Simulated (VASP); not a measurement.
# Al7InAs8 (F-43m) in VASP: further runs

Runs on Al7InAs8. Level: PBEsol. Tasks: relaxation of cell and atoms.

All numbers are computed with VASP 6.6.1; they aren't measurements. Logs are shortened: lines on timing, memory, paths and dates and some standing lists are left out, and cuts for length are marked.

**1. The structure**

The structure is cubic, space group F-43m (No. 216). Conventional cell: a = 11.415 Å, b = 11.415 Å, c = 11.415 Å, α = 90.00°, β = 90.00°, γ = 90.00°. In (site symmetry -43m) is surrounded by 4 As at 2.47 Å. Around Al (site symmetry 2mm) lie 4 As at 2.47 Å. Around Al (site symmetry -43m) lie 4 As at 2.47 Å. As (site symmetry 3m) has 1 In at 2.47 Å and 3 Al at 2.47 Å as nearest neighbours. Around As (site symmetry 3m) lie 4 Al at 2.47 Å.

The cell was built by a generator and needn't be a form met in nature.

**2. Relaxation of cell and atoms, PBEsol**

INCAR reads:

```
SYSTEM = Al7InAs8
PREC = Accurate
ENCUT = 600
EDIFF = 1E-6
ISMEAR = 0
SIGMA = 0.03
LREAL = .False.
LASPH = .True.
NELM = 80
ALGO = Normal
ISIF = 3
LWAVE = .False.
LCHARG = .False.
GGA = PS
IBRION = 2
NSW = 90
EDIFFG = -0.01
KPAR = 4
```

KPOINTS reads:

```
regular mesh
0
Gamma
  6 6 6
  0 0 0
```

POSCAR reads:

```
Al7InAs8
1.0
    5.7077000000     -5.7077000000      0.0000000000
    5.7077000000      0.0000000000      5.7077000000
    0.0000000000     -5.7077000000      5.7077000000
In Al As
1 7 8
Direct
    0.5000000000      0.0000000000      0.0000000000
    0.5000000000      0.0000000000      0.5000000000
    0.5000000000      0.5000000000      0.0000000000
    0.5000000000      0.5000000000      0.5000000000
    0.0000000000      0.0000000000      0.0000000000
    0.0000000000      0.0000000000      0.5000000000
    0.0000000000      0.5000000000      0.0000000000
    0.0000000000      0.5000000000      0.5000000000
    0.3750000000      0.3750000000      0.8750000000
    0.3750000000      0.3750000000      0.3750000000
    0.3750000000      0.8750000000      0.8750000000
    0.3750000000      0.8750000000      0.3750000000
    0.8750000000      0.3750000000      0.8750000000
    0.8750000000      0.3750000000      0.3750000000
    0.8750000000      0.8750000000      0.8750000000
    0.8750000000      0.8750000000      0.3750000000
```

Potentials or basis: VASP PAW PBE potentials, release 64 (In_d, Al, As).

On the command line:

```console
cat potpaw_PBE.64/In_d/POTCAR potpaw_PBE.64/Al/POTCAR potpaw_PBE.64/As/POTCAR > POTCAR
mpirun -np 4 vasp_std > vasp.out
```

OUTCAR:

```text
SYSTEM = Al7InAs8
   PREC = Accurate
   ENCUT = 600
   EDIFF = 1E-6
   ISMEAR = 0
   LREAL = .False.
   LASPH = .True.
   NELM = 80
   ISIF = 3
   GGA = PS
   IBRION = 2
   NSW = 90
   EDIFFG = -0.01

 ion  position               nearest neighbor table
   1  0.500  0.000  0.000-   9 2.47  11 2.47  12 2.47  15 2.47
   2  0.500  0.000  0.500-  10 2.47  11 2.47  12 2.47  16 2.47
   3  0.500  0.500  0.000-   9 2.47  10 2.47  11 2.47  13 2.47
   4  0.500  0.500  0.500-   9 2.47  10 2.47  12 2.47  14 2.47
   5  0.000  0.000  0.000-  11 2.47  13 2.47  15 2.47  16 2.47
   6  0.000  0.000  0.500-  12 2.47  14 2.47  15 2.47  16 2.47
[... 8 lines left out ...]
  15  0.875  0.875  0.875-   1 2.47   5 2.47   6 2.47   7 2.47
  16  0.875  0.875  0.375-   2 2.47   5 2.47   6 2.47   8 2.47

  LATTYP: Found a face centered cubic cell.
 ALAT       =    11.4154000000

  Lattice vectors:

 A1 = (   5.7077000000,  -5.7077000000,   0.0000000000)
 A2 = (   5.7077000000,   0.0000000000,   5.7077000000)
 A3 = (   0.0000000000,  -5.7077000000,   5.7077000000)

Analysis of symmetry for initial positions (statically):
=====================================================================
 Subroutine PRICEL returns:
 Original cell was already a primitive cell.

 Routine SETGRP: Setting up the symmetry group for a
 face centered cubic supercell.

 Subroutine GETGRP returns: Found 24 space group operations
 (whereof  4 operations were pure point group operations)
 out of a pool of 48 trial point group operations.

The static configuration has the point symmetry C_2v.
 The point group associated with its full space group is T_d .

Analysis of symmetry for dynamics (positions and initial velocities):
=====================================================================
 Subroutine PRICEL returns:
 Original cell was already a primitive cell.

 Routine SETGRP: Setting up the symmetry group for a
 face centered cubic supercell.

 Subroutine GETGRP returns: Found 24 space group operations
 (whereof  4 operations were pure point group operations)
 out of a pool of 48 trial point group operations.

The dynamic configuration has the point symmetry C_2v.
 The point group associated with its full space group is T_d .

 Subroutine INISYM returns: Found 24 space group operations
 (whereof  4 operations are pure point group operations),
 and found     1 'primitive' translations

----------------------------------------------------------------------------------------

                                     Primitive cell

  volume of cell :     371.8891

  direct lattice vectors                    reciprocal lattice vectors
     5.707700000 -5.707700000  0.000000000     0.087600960 -0.087600960 -0.087600960
     5.707700000  0.000000000  5.707700000     0.087600960  0.087600960  0.087600960
     0.000000000 -5.707700000  5.707700000    -0.087600960 -0.087600960  0.087600960

  length of vectors
     8.071906750  8.071906750  8.071906750     0.151729314  0.151729314  0.151729314

  position of ions in fractional coordinates (direct lattice)
     0.500000000  0.000000000  0.000000000
     0.500000000  0.000000000  0.500000000
     0.500000000  0.500000000  0.000000000
     0.500000000  0.500000000  0.500000000
     0.000000000  0.000000000  0.000000000
     0.000000000  0.000000000  0.500000000
[... 8 lines left out ...]
     0.875000000  0.875000000  0.875000000
     0.875000000  0.875000000  0.375000000

  ion indices of the primitive-cell ions
   primitive index   ion index
                 1           1
                 2           2
                 3           3
                 4           4
                 5           5
                 6           6
[... 8 lines left out ...]
                15          15
                16          16

----------------------------------------------------------------------------------------

 KPOINTS: regular mesh

Automatic generation of k-mesh.
 Grid dimensions read from file:
 generate k-points for:    6    6    6

 Generating k-lattice:

[... 43 lines left out ...]
  external PRESSURE =      12.4713911 kB  Pullay stress =       0.0000000 kB

 VOLUME and BASIS-vectors are now :
 -----------------------------------------------------------------------------
  energy-cutoff  :      600.00
  volume of cell :      371.89
      direct lattice vectors                 reciprocal lattice vectors
     5.707700000 -5.707700000  0.000000000     0.087600960 -0.087600960 -0.087600960
     5.707700000  0.000000000  5.707700000     0.087600960  0.087600960  0.087600960
     0.000000000 -5.707700000  5.707700000    -0.087600960 -0.087600960  0.087600960
[... 58 lines left out ...]
      5.75752     -2.88220      8.63628        -0.000000      0.052296     -0.000000
[... 8 lines left out ...]
     10.11759    -10.11759     10.03373         0.210368     -0.210368     -0.210368
     10.07575     -7.19681      7.19699         0.003237      0.003237      0.003237
 -----------------------------------------------------------------------------------
    total drift:                                0.000001     -0.000001      0.000001

  FREE ENERGIE OF THE ION-ELECTRON SYSTEM (eV)
  ---------------------------------------------------
  free  energy   TOTEN  =       -78.7968073412 eV

  energy  without entropy=      -78.7968073412  energy(sigma->0) =      -78.79680734

--------------------------------------- Ionic step        3  -------------------------------------------

 number of electron      73.9999993 magnetization

 E-fermi :   3.8016     XC(G=0):  -9.1084

 val. band max:        3.6664719434   @ k =   0.0000   0.0000   0.0000
 cond. band min:       5.0409001825   @ k =   0.0000   0.0000   0.0000
 fundamental gap:      1.3744282391
 Fermi energy:         3.8016019809

 k-point     1 :       0.0000    0.0000    0.0000
  band No.  band energies     occupation
      1     -10.3362      2.00000
      2     -10.3362      2.00000
      3     -10.3362      2.00000
      4     -10.1768      2.00000
      5     -10.1768      2.00000
      6      -8.0814      2.00000
[... 952 lines left out ...]
      5.73034     -8.59310      2.86517        -0.000000      0.030879      0.000000
[... 8 lines left out ...]
     10.08782    -10.08782      9.96838         0.002326     -0.002326     -0.002326
     10.02837     -7.16266      7.16320        -0.003231     -0.003231     -0.003231
 -----------------------------------------------------------------------------------
    total drift:                                0.000001     -0.000001      0.000001

  FREE ENERGIE OF THE ION-ELECTRON SYSTEM (eV)
  ---------------------------------------------------
  free  energy   TOTEN  =       -78.8359173806 eV

  energy  without entropy=      -78.8359173806  energy(sigma->0) =      -78.83591738

--------------------------------------- Ionic step        7  -------------------------------------------

 number of electron      73.9999996 magnetization

 Free energy of the ion-electron system (eV)
  ---------------------------------------------------
  ext. energy  EPLUGINS =         0.00000000
  ---------------------------------------------------
  free energy    TOTEN  =       -78.83614254 eV

  energy without entropy =      -78.83614254  energy(sigma->0) =      -78.83614254

 E-fermi :   3.9663     XC(G=0):  -9.1754

 val. band max:        3.8229377276   @ k =   0.0000   0.0000   0.0000
 cond. band min:       5.1588899893   @ k =   0.0000   0.0000   0.0000
 fundamental gap:      1.3359522617
 Fermi energy:         3.9662882429

 k-point     1 :       0.0000    0.0000    0.0000
  band No.  band energies     occupation
      1     -10.1387      2.00000
      2     -10.1387      2.00000
      3     -10.1387      2.00000
      4      -9.9830      2.00000
      5      -9.9830      2.00000
      6      -8.0293      2.00000
[... 798 lines left out ...]
      2.87028     -5.73101      2.86551         0.002204     -0.000000      0.000000
      5.73101     -2.87028      2.86551         0.000000     -0.002204      0.000000
      5.73101     -5.73101      5.72623         0.000000     -0.000000     -0.002204
      5.73101     -5.73101      0.00478         0.000000     -0.000000      0.002204
      5.73101     -8.59174      2.86551         0.000000      0.002204      0.000000
[... 8 lines left out ...]
     10.08974    -10.08974      9.96880        -0.003884      0.003884      0.003884
     10.02955     -7.16349      7.16404        -0.005305     -0.005305     -0.005305
 -----------------------------------------------------------------------------------
    total drift:                                0.000001     -0.000001      0.000001

  FREE ENERGIE OF THE ION-ELECTRON SYSTEM (eV)
  ---------------------------------------------------
  free  energy   TOTEN  =       -78.8361425418 eV

  energy  without entropy=      -78.8361425418  energy(sigma->0) =      -78.83614254

 reached required accuracy - stopping structural energy minimisation
```

Run time: 5.4 min. Hardware: 4 MPI ranks of Intel Xeon 6975P-C (Granite Rapids), shared host; peak memory 0.85 GiB.

What came out:

```
Free energy                            : -78.8361 eV
Relaxed volume                         : 23.53 Å³/atom
Relaxed cell                           : a = 8.105 Å, b = 8.105 Å, c = 8.105 Å, α = 60.00°, β = 60.00°, γ = 60.00°
Space group after relaxing (to 0.05 Å) : F-43m (No. 216)
Energy gained by relaxing              : 19.3 meV/atom
Ionic steps                            : 7
Pressure after relaxing                : 0.0 GPa
Band gap on the k mesh                 : 1.34 eV, direct
```

Step by step:
```csv
step,energy change (eV),largest force (eV/Å),pressure (GPa),volume (Å³)
1,0.0000,1.4924,1.25,371.89
2,-0.2689,0.3644,-0.88,381.71
3,-0.2720,0.2474,-1.11,382.94
4,-0.3058,0.0802,0.25,375.13
5,-0.3066,0.0780,0.07,376.12
6,-0.3080,0.0309,0.02,376.33
7,-0.3082,0.0092,-0.01,376.46
```

Final structure:
```
In Al As
1.0
     5.73101   -5.73101    0.00000
     5.73101    0.00000    5.73101
     0.00000   -5.73101    5.73101
In Al As
1 7 8
Direct
  0.50000 0.00000 0.00000
  0.50042 0.00042 0.49958
  0.50042 0.49958 0.00042
  0.50042 0.49958 0.49958
  0.99958 0.00042 0.00042
  0.99958 0.00042 0.49958
  0.99958 0.49958 0.00042
  0.00000 0.50000 0.50000
  0.36972 0.39083 0.86972
  0.37507 0.37498 0.37498
  0.36972 0.86972 0.86972
  0.36972 0.86972 0.39083
  0.87498 0.37498 0.87507
  0.87498 0.37498 0.37498
  0.89083 0.86972 0.86972
  0.87498 0.87507 0.37498
```

Caveat: the PAW data sets were made with another functional, which shifts forces and pressure a little; spin-orbit coupling is left out, which moves the levels of the heavy elements.

**3. Relaxation of cell and atoms, PBEsol**

This run uses another cell than the first one, of 23.53 Å³/atom, 1.012 times its volume.

INCAR: that of step 2 with these lines changed.

```diff
@@ -3,3 +3,3 @@
 ENCUT = 600
-EDIFF = 1E-6
+EDIFF = 1E-7
 ISMEAR = 0
@@ -16,3 +16,3 @@
 NSW = 90
-EDIFFG = -0.01
+EDIFFG = -0.005
 KPAR = 4
```

KPOINTS is that of step 2.

POSCAR reads:

```
Al7InAs8                                
1.0
    5.7310122061     -5.7310122061     -0.0000000000
    5.7310122061     -0.0000000000      5.7310122061
    0.0000000000     -5.7310122061      5.7310122061
  In              Al              As            
     1     7     8
Direct
     0.5000000000000000    0.0000000000000000    0.0000000000000000
     0.5004167861945049    0.0004167861945049    0.4995832138054951
     0.5004167861945049    0.4995832138054951    0.0004167861945049
     0.5004167861945049    0.4995832138054951    0.4995832138054951
     0.9995832138054951    0.0004167861945049    0.0004167861945049
     0.9995832138054951    0.0004167861945049    0.4995832138054951
     0.9995832138054951    0.4995832138054951    0.0004167861945049
     0.0000000000000000    0.5000000000000000    0.5000000000000000
     0.3697246124631526    0.3908261626105423    0.8697246124631526
     0.3750722452329370    0.3749759182556877    0.3749759182556877
     0.3697246124631526    0.8697246124631526    0.8697246124631526
     0.3697246124631526    0.8697246124631526    0.3908261626105423
     0.8749759182556875    0.3749759182556877    0.8750722452329369
     0.8749759182556875    0.3749759182556877    0.3749759182556877
     0.8908261626105423    0.8697246124631526    0.8697246124631526
     0.8749759182556875    0.8750722452329369    0.3749759182556877
```

Potentials or basis: VASP PAW PBE potentials, release 64 (In_d, Al, As).

On the command line:

```console
cat potpaw_PBE.64/In_d/POTCAR potpaw_PBE.64/Al/POTCAR potpaw_PBE.64/As/POTCAR > POTCAR
mpirun -np 4 vasp_std > vasp.out
```

It took 2.8 min on 4 MPI ranks of Intel Xeon 6975P-C (Granite Rapids), shared host; peak memory 0.92 GiB.

It converged, with:

* Free energy: -78.8363 eV
* Relaxed volume: 23.52 Å³/atom
* Relaxed cell: a = 8.104 Å, b = 8.104 Å, c = 8.104 Å, α = 60.00°, β = 60.00°, γ = 60.00°
* Space group after relaxing (to 0.05 Å): F-43m (No. 216)
* Energy gained by relaxing: 0.0 meV/atom
* Ionic steps: 2
* Pressure after relaxing: 0.0 GPa
* Largest force after relaxing: 0.004 eV/Å
* Band gap on the k mesh: 1.34 eV, direct

Forces in eV/Å, atoms in the order of the input:
```
In   0.000  0.000  0.000
Al   0.001  0.000  0.000
Al   0.000 -0.001  0.000
Al   0.000  0.000 -0.001
Al   0.000  0.000  0.001
Al   0.000  0.001  0.000
Al  -0.001  0.000  0.000
Al   0.000  0.000  0.000
As  -0.001 -0.001 -0.001
As  -0.002  0.002  0.002
As   0.001 -0.001  0.001
As   0.001  0.001 -0.001
As   0.002  0.002 -0.002
As   0.002 -0.002  0.002
As  -0.001  0.001  0.001
As  -0.002 -0.002 -0.002
```

Final structure:
```
In Al As
1.0
     5.73049   -5.73049    0.00000
     5.73049    0.00000    5.73049
     0.00000   -5.73049    5.73049
In Al As
1 7 8
Direct
  0.50000 0.00000 0.00000
  0.50043 0.00043 0.49957
  0.50043 0.49957 0.00043
  0.50043 0.49957 0.49957
  0.99957 0.00043 0.00043
  0.99957 0.00043 0.49957
  0.99957 0.49957 0.00043
  0.00000 0.50000 0.50000
  0.36974 0.39078 0.86974
  0.37501 0.37500 0.37500
  0.36974 0.86974 0.86974
  0.36974 0.86974 0.39078
  0.87500 0.37500 0.87501
  0.87500 0.37500 0.37500
  0.89078 0.86974 0.86974
  0.87500 0.87501 0.37500
```

Levels at points of the mesh, in eV from the valence-band top:
```tsv
k point	band 34	band 35	band 36	band 37	band 38	band 39	band 40	band 41
(0.00, 0.00, 0.00)	-0.74	0.00	0.00	0.00	1.34	1.34	1.34	1.53
(0.50, 0.00, 0.00)	-0.61	-0.61	-0.37	-0.37	2.24	2.28	2.30	2.33
(0.50, 0.50, 0.00)	-1.11	-0.92	-0.79	-0.79	2.37	2.45	3.10	3.10
```

Caveat: the PAW data sets were made with another functional, which shifts forces and pressure a little; spin-orbit coupling is left out, which moves the levels of the heavy elements.

**4. Relaxation of cell and atoms, PBEsol**

INCAR reads:

```
SYSTEM = Al7InAs8
PREC     = Accurate       ! precision mode
ENCUT    = 600            ! plane-wave cutoff, eV
EDIFF    = 1E-6           ! SCF threshold, eV
ISMEAR   = 0              ! smearing method
SIGMA    = 0.03           ! smearing width, eV
LREAL    = .FALSE.        ! projectors in reciprocal space
LASPH    = .TRUE.         ! aspherical terms in the spheres
NELM     = 80             ! most SCF steps
ALGO     = Normal         ! electronic algorithm
ISIF     = 3              ! what is computed and relaxed
LWAVE    = .FALSE.        ! write WAVECAR
LCHARG   = .FALSE.        ! write CHGCAR
GGA      = PS             ! functional
IBRION   = 2              ! ionic algorithm
NSW      = 90             ! ionic steps
EDIFFG   = -0.01          ! ionic threshold
KPAR     = 4
```

KPOINTS reads:

```
regular mesh
0
G
  6 6 6
  0 0 0
```

POSCAR reads:

```
Al7InAs8
1.0
    5.7077000000     -5.7077000000      0.0000000000
    5.7077000000      0.0000000000      5.7077000000
    0.0000000000     -5.7077000000      5.7077000000
In Al As
1 7 8
Direct
    0.5000000000      0.0000000000      0.0000000000
    0.5000000000      0.0000000000      0.5000000000
    0.5000000000      0.5000000000      0.0000000000
    0.5000000000      0.5000000000      0.5000000000
    0.0000000000      0.0000000000      0.0000000000
    0.0000000000      0.0000000000      0.5000000000
    0.0000000000      0.5000000000      0.0000000000
    0.0000000000      0.5000000000      0.5000000000
    0.3750000000      0.3750000000      0.8750000000
    0.3750000000      0.3750000000      0.3750000000
    0.3750000000      0.8750000000      0.8750000000
    0.3750000000      0.8750000000      0.3750000000
    0.8750000000      0.3750000000      0.8750000000
    0.8750000000      0.3750000000      0.3750000000
    0.8750000000      0.8750000000      0.8750000000
    0.8750000000      0.8750000000      0.3750000000
```

On the command line:

```console
cat potpaw_PBE.64/In_d/POTCAR potpaw_PBE.64/Al/POTCAR potpaw_PBE.64/As/POTCAR > POTCAR
mpirun -np 4 vasp_std > vasp.out
```

Run time: 7.5 min. Hardware: 4 MPI ranks of Intel Xeon Platinum 8488C (Sapphire Rapids), shared host; peak memory 0.84 GiB.

The run converged. Its results:

* Free energy: -78.8361 eV
* Relaxed volume: 23.53 Å³/atom
* Relaxed cell: a = 8.105 Å, b = 8.105 Å, c = 8.105 Å, α = 60.00°, β = 60.00°, γ = 60.00°
* Space group after relaxing (to 0.05 Å): F-43m (No. 216)
* Energy gained by relaxing: 19.3 meV/atom
* Ionic steps: 7
* Pressure after relaxing: 0.0 GPa
* Band gap on the k mesh: 1.34 eV, direct

The path:
```tsv
step	energy change (eV)	largest force (eV/Å)	pressure (GPa)	volume (Å³)
1	0.0000	1.4924	1.25	371.89
2	-0.2689	0.3644	-0.88	381.71
3	-0.2720	0.2474	-1.11	382.94
4	-0.3058	0.0802	0.25	375.13
5	-0.3066	0.0780	0.07	376.12
6	-0.3080	0.0309	0.02	376.33
7	-0.3082	0.0092	-0.01	376.46
```

Final structure:
```
In Al As
1.0
     5.73101   -5.73101    0.00000
     5.73101    0.00000    5.73101
     0.00000   -5.73101    5.73101
In Al As
1 7 8
Direct
  0.50000 0.00000 0.00000
  0.50042 0.00042 0.49958
  0.50042 0.49958 0.00042
  0.50042 0.49958 0.49958
  0.99958 0.00042 0.00042
  0.99958 0.00042 0.49958
  0.99958 0.49958 0.00042
  0.00000 0.50000 0.50000
  0.36972 0.39083 0.86972
  0.37507 0.37498 0.37498
  0.36972 0.86972 0.86972
  0.36972 0.86972 0.39083
  0.87498 0.37498 0.87507
  0.87498 0.37498 0.37498
  0.89083 0.86972 0.86972
  0.87498 0.87507 0.37498
```

Levels at points of the mesh, in eV from the valence-band top:
```csv
k point,band 34,band 35,band 36,band 37,band 38,band 39,band 40,band 41
"(0.00, 0.00, 0.00)",-0.74,0.00,0.00,0.00,1.34,1.34,1.34,1.53
"(0.50, 0.00, 0.00)",-0.61,-0.61,-0.37,-0.37,2.24,2.27,2.30,2.33
"(0.50, 0.50, 0.00)",-1.11,-0.92,-0.79,-0.79,2.37,2.45,3.10,3.10
```

Caveat: the PAW data sets were made with another functional, which shifts forces and pressure a little; spin-orbit coupling is left out, which moves the levels of the heavy elements.
